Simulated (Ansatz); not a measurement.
# BaTe (zincblende type): from bands to localised orbitals

Aim: build maximally localised Wannier functions for BaTe (zincblende type) from several sets of trial orbitals, and check spreads and centres, and how well the models interpolate the bands. The runs, in order: PBE, anion s p, 4×4×4; PBE, anion s p, 6×6×6; PBE, anion p, 4×4×4; PBE, all s p, disentangled, 4×4×4; PBE, cation s and anion p, disentangled, 4×4×4; r2SCAN, anion s p, 4×4×4; r2SCAN, cation s and anion p, disentangled, 4×4×4; r2SCAN, anion p, 4×4×4; HSE06, anion s p, 4×4×4; HSE06, all s p, disentangled, 4×4×4 (level, trial orbitals, Wannier mesh).

Method: plane waves, PAW, in Ansatz 0.2.0.

2 further runs of the same task are left out: 2 that didn't finish.

### 1 The system as given

The structure is cubic, space group F-43m (No. 216). Conventional cell: a = 7.828 Å, b = 7.828 Å, c = 7.828 Å, α = 90.00°, β = 90.00°, γ = 90.00°. Ba (site symmetry -43m) is surrounded by 4 Te at 3.39 Å. Te (site symmetry -43m) is surrounded by 4 Ba at 3.39 Å.

Structure file:

```xyz
2
Lattice="0.0000 3.9142 3.9142 3.9142 0.0000 3.9142 3.9142 3.9142 0.0000" Properties=species:S:1:pos:R:3 pbc="T T T"
Ba    0.0000    0.0000    0.0000
Te    1.9571    1.9571    1.9571
```

The cell was relaxed beforehand with r2SCAN; those runs aren't shown. No run includes spin-orbit coupling, which matters for Ba, Te.

### 2 PBE, anion s p, 4×4×4

Input file input.yaml:

```yaml
crystal:
  lattice:
    - [0.0, 3.9141586662, 3.9141586662]
    - [3.9141586662, 0.0, 3.9141586662]
    - [3.9141586662, 3.9141586662, 0.0]
  atoms:
    - { symbol: Ba, position: [0.0, 0.0, 0.0] }
    - { symbol: Te, position: [0.25, 0.25, 0.25] }
kpoints:
  mp_grid: { grid: [4, 4, 4] }
  band_path:
    path:
      - [[0.0, 0.0, 0.0], [-0.5, -0.5, 0.0], [-0.375, -0.375, 0.25]]
      - [[-0.375, -4.080150605624e-18, 0.375], [0.0, 0.0, 0.0], [-2.72010040375e-18, -2.72010040375e-18, 0.5], [-0.5, -0.25, 0.25], [-0.5, -0.5, 0.0]]
    npoints: 10
hamiltonian:
  xc: pbe
scf:
  occupations: { method: fixed }
  n_extra_bands: 6
output:
  forces: false
  stress: false
  eigenvalues: true
  wannier:
    kmesh: [4, 4, 4]
    projections: [{ species: Te, l: s, shell: 5 }, { species: Te, l: p, shell: 5 }]
    minimise: true
    write_hr: true
    conv_tol: 1.0e-08
    max_iter: 3000
  write_density: true
  write_potential: true
  elf: true
  volumetric_format: npy
```

On the command line:

```bash
ansatz run input.yaml --threads 4 --pin off --max-ram 3686MiB --backend cpu --events-out ev --progress --plain --runs-dir out
```

After this run come: PBE, anion s p, 6×6×6; PBE, anion p, 4×4×4; PBE, all s p, disentangled, 4×4×4; PBE, cation s and anion p, disentangled, 4×4×4; r2SCAN, anion s p, 4×4×4; r2SCAN, cation s and anion p, disentangled, 4×4×4; r2SCAN, anion p, 4×4×4; HSE06, anion s p, 4×4×4; HSE06, all s p, disentangled, 4×4×4.

Before running them: what should the planned runs give, taken together? Wanted: total spread, PBE, anion s p, 4×4×4; total spread, PBE, anion s p, 6×6×6; total spread, PBE, anion p, 4×4×4; total spread, PBE, all s p, disentangled, 4×4×4; total spread, PBE, cation s and anion p, disentangled, 4×4×4; total spread, r2SCAN, anion s p, 4×4×4; total spread, r2SCAN, cation s and anion p, disentangled, 4×4×4; total spread, r2SCAN, anion p, 4×4×4; total spread, HSE06, anion s p, 4×4×4.

The runs gave:

| quantity | value |
| --- | --- |
| total spread, PBE, anion s p, 4×4×4 | 10.20 Å² over 4 functions |
| total spread, PBE, anion s p, 6×6×6 | 10.73 Å² over 4 functions |
| total spread, PBE, anion p, 4×4×4 | 9.75 Å² over 3 functions |
| total spread, PBE, all s p, disentangled, 4×4×4 | 29.68 Å² over 8 functions |
| total spread, PBE, cation s and anion p, disentangled, 4×4×4 | 19.02 Å² over 4 functions |
| total spread, r2SCAN, anion s p, 4×4×4 | 10.02 Å² over 4 functions |
| total spread, r2SCAN, cation s and anion p, disentangled, 4×4×4 | 18.10 Å² over 4 functions |
| total spread, r2SCAN, anion p, 4×4×4 | 9.51 Å² over 3 functions |
| total spread, HSE06, anion s p, 4×4×4 | 9.97 Å² over 4 functions |
| total spread, HSE06, all s p, disentangled, 4×4×4 | 29.88 Å² over 8 functions |
| centres of the first set | 0.69 Å from the nearest atom |

What this shows: With PBE, anion s p, 4×4×4 the 4 functions move off the atoms, with a mean spread of 2.55 Å²; 88 % of the total is gauge invariant. The total spread goes from 10.20 Å² on 4×4×4 to 10.73 Å² on 6×6×6: finite differences in k understate it on coarse meshes, while the largest miss of a band goes from 0.01 to 0.00 eV. On one set and mesh the functional gives 10.20 (PBE), 10.02 (r2SCAN), 9.97 (HSE06) Å². The disentangled models miss some band by up to 1.0 eV, which may lie outside their frozen windows.
